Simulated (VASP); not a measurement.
**A VASP 6.6.1 single-point calculation on SiC**

INCAR

```
ISMEAR = -1
PREC = Accurate
ALGO = Fast
LREAL = .FALSE.
IBRION = -1
NSW = 0
NBANDS = 11
ENCUT = 520
LASPH = .TRUE.
LCHARG = .FALSE.
LWAVE = .FALSE.
GGA = PE
SIGMA = 0.02
EDIFF = 1E-7
NELMIN = 4
ISIF = 2
NELM = 73
```

KPOINTS

```
KPOINTS created by Atomic Simulation Environment
0
Gamma
10 10 10
0 0 0
```

POSCAR

```
Si C
 1.0000000000000000
    -0.0000000000000000    2.0138689652489350    2.0138689652489350
     2.0138689652489350    0.0000000000000000    2.0138689652489350
     2.0138689652489350    2.0138689652489350   -0.0000000000000000
 Si  C
   1   1
Cartesian
  0.0000000000000000  0.0000000000000000  0.0000000000000000
  2.0138689652489346  2.0138689652489346  2.0138689652489346
```

The recommended PBE PAW datasets give the neutral cell 8 valence electrons.

Command

```
mpirun -np 1 vasp_std
```

Question: Predict the outcome of this run.

Answer: It converged. Results: gap between bands v and c on the k mesh -0.92 eV (bands overlap: a metal); least direct gap on the k mesh 3.53 eV; pressure 5.6 GPa. Band v is the last that the valence electrons fill when counted band by band, and c is the next.

OSZICAR

```
N       E                     dE             d eps       ncg     rms          rms(c)
DAV:   1     0.240234553766E+01    0.24023E+01   -0.39713E+03  1109   0.617E+02
DAV:   2    -0.145804707418E+02   -0.16983E+02   -0.16133E+02  1298   0.109E+02
DAV:   3    -0.150037184623E+02   -0.42325E+00   -0.42255E+00  1253   0.130E+01
DAV:   4    -0.150045811880E+02   -0.86273E-03   -0.86268E-03  1134   0.731E-01
DAV:   5    -0.150045833252E+02   -0.21372E-05   -0.21370E-05  1218   0.334E-02    0.836E+00
RMM:   6    -0.135952387651E+02    0.14093E+01   -0.13069E+00  1036   0.604E+00    0.326E+00
RMM:   7    -0.135696687170E+02    0.25570E-01   -0.23606E-01  1069   0.284E+00    0.155E+00
RMM:   8    -0.135710738598E+02   -0.14051E-02   -0.19090E-02  1087   0.107E+00    0.291E-01
RMM:   9    -0.135685694142E+02    0.25044E-02   -0.44605E-03  1110   0.396E-01    0.139E-01
RMM:  10    -0.135686907400E+02   -0.12133E-03   -0.57175E-04  1171   0.167E-01    0.750E-02
RMM:  11    -0.135686181293E+02    0.72611E-04   -0.75072E-05  1126   0.618E-02    0.102E-02
RMM:  12    -0.135686178854E+02    0.24392E-06   -0.54903E-06  1172   0.189E-02    0.210E-03
RMM:  13    -0.135686176659E+02    0.21941E-06   -0.29997E-07  1052   0.406E-03    0.567E-04
RMM:  14    -0.135686176261E+02    0.39841E-07   -0.40066E-08   890   0.132E-03
   1 F= -.13568618E+02 E0= -.13568320E+02  d E =-.594583E-03
```

For comparison, a separate r²SCAN run of the intended cell, on usual settings and not on those above, gives a gap of -0.69 eV on its mesh and a pressure of 0.3 GPa.
